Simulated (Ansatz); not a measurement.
**Core-level photoemission in SnS2**

Cell: an entry of the Crystallography Open Database (COD), ions relaxed with PBE at fixed cell, repeated to a supercell; a hole's nearest image is 6.9 Å away.

```cif
data_SnS2
_symmetry_space_group_name_H-M 'P-3m1'
_symmetry_Int_Tables_number 164
_cell_length_a 3.6390
_cell_length_b 3.6390
_cell_length_c 5.8680
_cell_angle_alpha 90.000
_cell_angle_beta 90.000
_cell_angle_gamma 120.000
loop_
_atom_site_label
_atom_site_type_symbol
_atom_site_symmetry_multiplicity
_atom_site_Wyckoff_symbol
_atom_site_fract_x
_atom_site_fract_y
_atom_site_fract_z
Sn1 Sn 1 a 0.0000 0.0000 0.0000
S5 S 2 d 0.6667 0.3333 0.2536
```

One atom of each set is listed; the run and its k-mesh use a cell of 12 atoms with edges of 8.61, 8.61, 6.90 Å.

All values are calculated (Ansatz; DFT, PBE, plane waves and PAW, scalar-relativistic, 420 eV cutoff, Γ-centred 5×5×5 k-points, fixed occupations), not measured.

Each value is a total-energy difference between the cell with one core hole and the ground state (ΔSCF), counted from the top of the valence band. The cell with the hole is spin-polarised, as the shell with the hole is left with one unpaired spin. The periodic images are corrected with the calculated ε∞ = 8.58, 8.58, 6.45.

Question: Give the Sn 3d, S 2p lines of each distinct site.

Answer: 

| line | atom | first shell | E_B (eV) | j = l + ½ / j = l − ½ (eV) |
| --- | --- | --- | --- | --- |
| Sn 3d | 1 | 6 S at 2.57 Å | 484.6 | 481.2 / 489.6 |
| S 2p | 5 | 3 Sn at 2.57 Å | 160.4 | 160.0 / 161.2 |

For p, d and f shells E_B is the weighted mean of the two lines, whose splitting comes from the free atom's Dirac orbitals.

The program doubts some values: the cell is too small to check the potential alignment. Absolute PBE values can be off by an eV or more, and the 3d and 4f lines of heavy atoms by several eV. Multiplets, satellites and widths aren't calculated.

Hardware: 1 thread of Arm Neoverse V1 (aarch64; 8 cores open to the job, memory cap 3.0 GiB, no GPU), a shared host with a load of 0.4 a core. Wall time 6.3 min, CPU time 6.3 min, peak memory 1.2 GiB.
